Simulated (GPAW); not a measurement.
# Ge (I4_1/amd) in GPAW: notebook

Runs on Ge. Level: PBE. Tasks: single point.

Everything below comes from runs of GPAW 26.7.0. Logs are shortened: lines on timing, memory, paths and dates and some standing lists are left out, and cuts for length are marked. The log counts tension as positive stress, the text compression.

## Step 1: The structure

It takes space group I4_1/amd (No. 141, tetragonal). Conventional cell: a = 5.149 Å, b = 5.149 Å, c = 2.795 Å, α = 90.00°, β = 90.00°, γ = 90.00°. Ge (site symmetry -4m2) is surrounded by 6 Ge at 2.67 to 2.79 Å.

This isn't the form of Ge at room conditions, which is diamond.

## Step 2: Single point, PBE

File run.py:

```python
from ase.dft.bandgap import bandgap
from ase.io import read, write
from ase.units import Bohr, GPa
from gpaw import GPAW, PW
from gpaw.elf import elf_from_dft_calculation

atoms = read('POSCAR')

calc = GPAW(mode=PW(600),
            xc='PBE',
            kpts={'size': (11, 11, 11), 'gamma': True},
            occupations={'name': 'methfessel-paxton', 'order': 0, 'width': 0.02},
            nbands=11,
            convergence={'density': 1e-05, 'energy': 1e-05},
            maxiter=150,
            txt='gpaw.txt')
atoms.calc = calc
energy = atoms.get_potential_energy()
forces = atoms.get_forces()
stress = atoms.get_stress()
calc.write('gs.gpw')
write('result.traj', atoms)
print(f'Energy: {energy:.6f} eV')
print('Forces (eV/A):')
print(forces.round(4))
print('Stress (GPa):', (stress / GPa).round(3))
print('Fermi level:', round(calc.get_fermi_level(), 4), 'eV')
print(f'Gap: {bandgap(calc)[0]:.4f} eV, direct: {bandgap(calc, direct=True)[0]:.4f} eV')

# fields on the real-space grid
write('density.cube', atoms, data=calc.get_pseudo_density() * Bohr**3)
write('potential.cube', atoms, data=calc.get_electrostatic_potential())
write('elf.cube', atoms, data=elf_from_dft_calculation(calc).data)
```

File POSCAR:

```
Ge
1.0
   -2.5744897190      2.5744897190      1.3974126432
    2.5744897190     -2.5744897190      1.3974126432
    2.5744897190      2.5744897190     -1.3974126432
Ge
2
Direct
    0.5000000000      0.5000000000      0.0000000000
    0.2500000000      0.7500000000      0.5000000000
```

Potentials or basis: GPAW PAW data sets (gpaw-data 1.2.1), pw.

On the command line:

```bash
$ OMP_NUM_THREADS=1 python run.py
```

gpaw.txt:

```text
__  _  _
 | _ |_)|_||  |
 |__||  | ||/\| - 26.7.0

Input parameters:
  mode=PW(ecut=600.0),
  convergence={'density': 1e-05, 'energy': 1e-05},
  kpts=MonkhorstPack(size=(11, 11, 11), gamma=True),
  maxiter=150,
  nbands=11,
  occupations=Occupations(name='methfessel-paxton', order=0, width=0.02),
  xc=XC(name='PBE')

Diagonalizing LCAO Hamiltonian
Converting LCAO to pw mode

       Ge    Ge

Atoms  # Å, Bohr magnetons
|   | symbol |        x |        y |        z |    initial magnetic moments |
|---|--------|----------|----------|----------|-----------------------------|
| 0 |     Ge | 0.000000 | 0.000000 | 1.397413 | ( 0.0000,  0.0000,  0.0000) |
| 1 |     Ge | 2.574490 | 0.000000 | 0.698706 | ( 0.0000,  0.0000,  0.0000) |

Unit cell  # Å
| periodic |         x |         y |         z |  lengths |     angles |
|----------|-----------|-----------|-----------|----------|------------|
|      yes | -2.574490 |  2.574490 |  1.397413 | 3.899841 |  97.376984 |
|      yes |  2.574490 | -2.574490 |  1.397413 | 3.899841 |  97.376984 |
|      yes |  2.574490 |  2.574490 | -1.397413 | 3.899841 | 138.005201 |

Number of symmetries: 8
Symmetry operations  # r_c * U_cc + t_c -> r_c
|   | kind |            matrix            |
|---|------|------------------------------|
| 0 |  σ   |  1, 1, 1,  0, 0,-1,  0,-1, 0 |
| 1 |  E   |  1, 0, 0,  0, 1, 0,  0, 0, 1 |
| 2 |  C2  |  0, 1, 0,  1, 0, 0, -1,-1,-1 |
| 3 |  S4  |  0, 0, 1, -1,-1,-1,  0, 1, 0 |
| 4 |  σ   |  0, 0,-1,  1, 1, 1, -1, 0, 0 |
| 5 |  C2  |  0,-1, 0, -1, 0, 0,  0, 0,-1 |
| 6 |  C2  | -1, 0, 0,  0,-1, 0,  1, 1, 1 |
| 7 |  S4  | -1,-1,-1,  0, 0, 1,  1, 0, 0 |

BZ-sampling:
  Number of BZ points: 1331
  Number of IBZ points: 126

  Monkhorst-Pack size: [11, 11, 11]
  Monkhorst-Pack shift: [0, 0, 0]

K-points  # in reciprocal-cell coordinates
|     |                                coordinates |     weight |
|-----|--------------------------------------------|------------|
|   0 | (  0.00000000,   0.00000000,   0.00000000) | 0.00075131 |
|   1 | (  0.09090909,  -0.09090909,   0.00000000) | 0.00300526 |
|   2 | (  0.09090909,  -0.09090909,   0.09090909) | 0.00300526 |
|   3 | (  0.09090909,   0.00000000,   0.00000000) | 0.00601052 |
|   4 | (  0.09090909,   0.09090909,  -0.09090909) | 0.00150263 |
|   5 | (  0.18181818,  -0.18181818,   0.00000000) | 0.00300526 |
|   6 | (  0.18181818,  -0.18181818,   0.09090909) | 0.00601052 |
|   7 | (  0.18181818,  -0.18181818,   0.18181818) | 0.00300526 |
|   8 | (  0.18181818,  -0.09090909,   0.00000000) | 0.01202104 |
|   9 | (  0.18181818,  -0.09090909,   0.09090909) | 0.00601052 |
| ... |                                            |            |
| 125 | (  0.45454545,   0.45454545,   0.45454545) | 0.00601052 |

Plane wave coefficients: 1258
Cutoff: 600.0 eV

Spin-components: 1 (collinear spins)
Bands:           11
Projectors:      10
Spin-degeneracy: 2
Datatype:        complex128

Parallelization:
  kpt:    1
  domain: 1
  band:   1

Density:
  Valence electrons: 8.0
  Components: 1
  Grid points: [24 24 24]
  Charge: 0.0  # |e|

Potential:
  Grid points: [24 24 24]

species:
  Ge:
    name:    Germanium
    Z:       32.0
    valence: 4
    core:    28
    charge:  0.0  # [|e|]
    compensation charges:
      type: gauss
      rc: 0.32  # [Å]
      lmax: 2
    cutoffs:
      filter: 1.77  # [Å]
      core: 3.42  # [Å]
    projectors
    | kind |    occ | energy [eV] | rcut [Å] |
    |------|--------|-------------|----------|
    |   4s |  2.000 |     -11.726 |    1.005 |
    |   4p |  2.000 |      -3.896 |    1.005 |
    |    s |        |      15.485 |    1.005 |
    |    p |        |      23.315 |    1.005 |
    |    d |        |       0.000 |    1.005 |

    Using partial waves for Ge as LCAO basis

Reference energy: -114195.275705  # eV

eigensolver:
  PPCG
  Converge bands: occupied
  niter=2

density mixing:
  MSR1-Mixer
  Pratt-step length: 0.05
  Maximum mixing coefficient: 0.75
  Old densities: 10
  SVD Regularization: 0.005
  Good broyden scale: 1.0
  Trust region scale: 1.0
  Backstep threshold: 4.0
  History deletion threshold: 6.0
  Fourier metric: weight=20.0, sigma=0.015

occupation numbers:
  Methfessel-Paxton:
    width: 0.0200  # eV
    order: 0

poisson solver:
  ecut: 4800.0  # eV

xc functional:
  name: PBE with 2 nearest neighbor stencil

convergence criteria:
- Maximum integral of absolute [dens]ity change: 1e-05 electrons / valence electron
- Maximum [total energy] change in last 3 cyles: 1e-05 eV / valence electron
- Maximum integral of absolute [eigenst]ate change: 4e-08 eV^2 / valence electron
maximum number of iterations: 150

SCF iterations
|iter     | |      energy | eigst |  dens |
|---------|-|-------------|-------|-------|
|iter:   1| |   -8.581491 | -0.71 |       |
|iter:   2| |   -8.581912 | -3.09 | -1.18 |
|iter:   3| |   -8.578910 | -3.52 | -1.20 |
|iter:   4| |   -8.579165 | -4.34 | -1.71 |
|iter:   5| |   -8.579145 | -5.50 | -2.66 |
|iter:   6| |   -8.579146c| -7.24 | -3.76 |
|iter:   7| |   -8.579146c| -7.88c| -4.40 |
|iter:   8| |   -8.579146c| -8.91c| -5.15c|

Converged in 8 steps
Energy contributions relative to reference atoms: (reference = -114195.275705)

Energy contributions:
  Kinetic:          18.955749
  Coulomb:         -16.600015
  Zero:             -0.002961
  External:          0.000000
  Xc:              -10.931668
  Entropy:          -0.000502
  Spinorbit:         0.000000
  ----------------------------
  Free energy:      -8.579397
  Extrapolated:     -8.579146

dipole moment: (-3.292972, -13.537046, 4.567774)  # |e|*Ang

Fermi level: 8.056
Eigenvalues  # (at kpt = [0.000, 0.000, 0.000])
| band index |      eig [eV] | occ [0-2] |
|------------|---------------|-----------|
|          0 |        -5.294 |     2.000 |
|          1 |         3.946 |     2.000 |
|          2 |         5.669 |     2.000 |
|          3 |         5.669 |     2.000 |
|          4 |        11.275 |     0.000 |
|          5 |        15.637 |     0.000 |
|          6 |        15.637 |     0.000 |
|          7 |        16.170 |     0.000 |
|          8 |        16.393 |     0.000 |
|          9 |        19.375 |     0.000 |
|         10 |        20.293 |     0.000 |

No gap
No difference between direct/indirect transitions

Forces  # eV/Ang
|       x |       y |       z |
|---------|---------|---------|
| 0.00000 | 0.00000 | 0.00000 |  # Ge   0
| 0.00000 | 0.00000 | 0.00000 |  # Ge   1

Stress tensor  # eV/Ang^3
|         x |         y |         z |
|-----------|-----------|-----------|
| -0.018291 | -0.000000 | -0.000000 |
| -0.000000 | -0.018291 |  0.000000 |
| -0.000000 |  0.000000 | -0.020960 |

# Writing to gs.gpw (mode='')
```

It took 25 s on 1 thread of Arm Neoverse V2, shared host; peak memory 0.19 GiB.

Results:

| Property | Result |
| --- | --- |
| Free energy | -8.5794 eV |
| Pressure | 3.1 GPa |
| Band gap on the k mesh | none (metal or under the smearing width) |

## Step 3: Single point, PBE

File run.py:

```python
from ase import Atoms
from ase.dft.bandgap import bandgap
from ase.io import write
from ase.units import GPa
from gpaw import GPAW, PW

atoms = Atoms(['Ge', 'Ge'],
              cell=[[-2.574489719, 2.574489719, 1.3974126432],
                    [2.574489719, -2.574489719, 1.3974126432],
                    [2.574489719, 2.574489719, -1.3974126432]],
              scaled_positions=[[0.5, 0.5, 0.0],
                                [0.25, 0.75, 0.5]],
              pbc=True)

calc = GPAW(mode=PW(600),
            xc='PBE',
            kpts={'size': (11, 11, 11), 'gamma': True},
            occupations={'name': 'methfessel-paxton', 'order': 0, 'width': 0.020999999999999998},
            nbands=11,
            convergence={'density': 1e-05, 'energy': 1e-05},
            maxiter=150,
            txt='gpaw.txt')
atoms.calc = calc
energy = atoms.get_potential_energy()
forces = atoms.get_forces()
stress = atoms.get_stress()
calc.write('gs.gpw')
write('result.traj', atoms)
print(f'Energy: {energy:.6f} eV')
print('Forces (eV/A):')
print(forces.round(4))
print('Stress (GPa):', (stress / GPa).round(3))
print('Fermi level:', round(calc.get_fermi_level(), 4), 'eV')
print(f'Gap: {bandgap(calc)[0]:.4f} eV, direct: {bandgap(calc, direct=True)[0]:.4f} eV')
```

Potentials or basis: GPAW PAW data sets (gpaw-data 1.2.1), pw.

On the command line:

```bash
$ OMP_NUM_THREADS=1 python run.py
```

Run time: 24 s. Hardware: 1 thread of Arm Neoverse V2, shared host; peak memory 0.19 GiB.

The run converged. Its results:

```
Free energy            : -8.5794 eV
Pressure               : 3.1 GPa
Band gap on the k mesh : none (metal or under the smearing width)
```

Stress tensor (GPa, compression positive):
```
2.93 0.00 0.00
0.00 2.93 0.00
0.00 0.00 3.35
```

Levels at points of the mesh, in eV from the Fermi level:
| k point | band 1 | band 2 | band 3 | band 4 | band 5 | band 6 | band 7 |
| --- | --- | --- | --- | --- | --- | --- | --- |
| (0.00, 0.00, 0.00) | -13.35 | -4.11 | -2.39 | -2.39 | 3.22 | 7.58 | 7.58 |

## Step 4: Single point, PBE

File run.py:

```python
from ase.dft.bandgap import bandgap
from ase.io import read, write
from ase.units import GPa
from gpaw import GPAW, PW

atoms = read('POSCAR')

calc = GPAW(mode=PW(600),
            xc='PBE',
            kpts={'size': (11, 11, 11), 'gamma': True},
            occupations={'name': 'methfessel-paxton', 'order': 0, 'width': 0.022},
            nbands=11,
            convergence={'density': 1e-05, 'energy': 1e-05},
            maxiter=150,
            txt='gpaw.txt')
atoms.calc = calc
energy = atoms.get_potential_energy()
forces = atoms.get_forces()
stress = atoms.get_stress()
calc.write('gs.gpw')
write('result.traj', atoms)
print(f'Energy: {energy:.6f} eV')
print('Forces (eV/A):')
print(forces.round(4))
print('Stress (GPa):', (stress / GPa).round(3))
print('Fermi level:', round(calc.get_fermi_level(), 4), 'eV')
print(f'Gap: {bandgap(calc)[0]:.4f} eV, direct: {bandgap(calc, direct=True)[0]:.4f} eV')
```

POSCAR is that of step 2.

On the command line:

```bash
$ OMP_NUM_THREADS=1 python run.py
```

It took 24 s on 1 thread of Arm Neoverse V2, shared host; peak memory 0.19 GiB.

Results (log left out):

- Free energy: -8.5794 eV
- Pressure: 3.1 GPa
- Band gap on the k mesh: none (metal or under the smearing width)

Stress tensor (GPa, compression positive):
```
2.93 0.00 0.00
0.00 2.93 0.00
0.00 0.00 3.34
```

Levels at points of the mesh, in eV from the Fermi level:
| k point | band 1 | band 2 | band 3 | band 4 | band 5 | band 6 | band 7 |
| --- | --- | --- | --- | --- | --- | --- | --- |
| (0.00, 0.00, 0.00) | -13.35 | -4.11 | -2.39 | -2.39 | 3.22 | 7.58 | 7.58 |

## Step 5: Overview

```csv
smearing,gap on the mesh (eV),pressure (GPa)
gaussian 0.02 eV,none,3.1
gaussian 0.021 eV,none,3.1
gaussian 0.022 eV,none,3.1
```

Alike in all rows: task single point; level PBE; potentials or basis GPAW PAW data sets (gpaw-data 1.2.1), pw; no spin polarisation; cell as given; k mesh 11 × 11 × 11; cutoff (eV) 600.

Every run on the cell as given and a fine mesh finds a metal.

Total energies depend on the potentials used, so only differences within one code and one set of settings carry meaning.
